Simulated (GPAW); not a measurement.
Set up this calculation in GPAW 26.7.0, as an ASE script.

| Quantity | Value |
| --- | --- |
| Task | RPA correlation energy |
| Functional | PBE |
| Potentials or basis | GPAW PAW data sets (gpaw-data 1.2.1) |
| Cutoff | 400 eV |
| Basis | pw |
| k mesh | 4 × 4 × 4 |
| Occupations | fermi-dirac, width 0.001 eV |
| Spin | no spin polarisation |
| Response ecut | 200 eV |
| Kernel | RPA |
| Over volumes | no |
| N frequencies | 12 |
| Maxiter | 150 |
| Skip gamma | no |
| Response ecuts | [128.0, 160.0, 200] eV |

The system is ZnS.

```
Zn S
1.0
     0.00000    2.70200    2.70200
     2.70200    0.00000    2.70200
     2.70200    2.70200    0.00000
Zn S
1 1
Direct
  0.25000 0.25000 0.25000
  0.00000 0.00000 0.00000
```

The input as run:

run.py

```python
import numpy as np
from ase.spacegroup import crystal
from ase.units import Bohr, Ha
from gpaw import GPAW, PW
from gpaw.hybrids.energy import non_self_consistent_energy
from gpaw.xc.rpa import RPACorrelation

# Zn 4c
# S 4a
atoms = crystal(['Zn', 'S'],
                basis=[[0.25, 0.25, 0.25],
                       [0.0, 0.0, 0.0]],
                spacegroup=216, setting=1,  # F-43m
                cellpar=[5.404, 5.404, 5.404, 90.0, 90.0, 90.0],
                primitive_cell=True)

for x in [1.0]:
    ecuts = np.array([128.0, 160.0, 200])
    a = atoms.copy()
    a.set_cell(atoms.cell * x**(1 / 3), scale_atoms=True)
    calc = GPAW(mode=PW(400),
                xc='PBE',
                kpts={'size': (4, 4, 4), 'gamma': True},
                occupations={'name': 'fermi-dirac', 'width': 0.001},
                nbands=18,
                convergence={'density': 1e-06},
                maxiter=150,
                txt=f'gs-{x:.2f}.txt')
    a.calc = calc
    dft = a.get_potential_energy(force_consistent=True)
    calc.write(f'gs-{x:.2f}.gpw')
    exx = non_self_consistent_energy(calc, 'EXX').sum()
    calc.diagonalize_full_hamiltonian(nbands=int(a.get_volume() / Bohr**3 * (ecuts[-1] / Ha)**1.5 * 2**0.5 / 3 / np.pi**2) + 30)
    calc.write(f'full-{x:.2f}.gpw', mode='all')
    ec = RPACorrelation(f'full-{x:.2f}.gpw', ecut=ecuts, nfrequencies=12, skip_gamma=False, txt=f'rpa-{x:.2f}.txt').calculate()
    slope, ec_inf = np.polyfit(ecuts**-1.5, ec, 1)
    print(f'V = {a.get_volume():.4f} A^3: DFT {dft:.5f}, EXX {exx:.5f}, correlation', *ec.round(5), f'extrapolated {ec_inf:.5f}, total {exx + ec_inf:.5f} eV', flush=True)
```

Potentials or basis: GPAW PAW data sets (gpaw-data 1.2.1), pw.

Launch:

```sh
$ OMP_NUM_THREADS=1 python run.py
```

It gave:

```
Band gap on the k mesh, mean-field level : 2.09 eV, direct
RPA total energy per cell                : 27.324 eV
```

Caveat: the k mesh is coarse (spacing up to 0.50 Å⁻¹), so the values aren't converged; the long-wavelength limit can be off by several per cent where d states take part.

Wall time 2.6 min on 1 thread of Arm Neoverse V1, with other jobs on the host, peak memory 0.3 GiB.
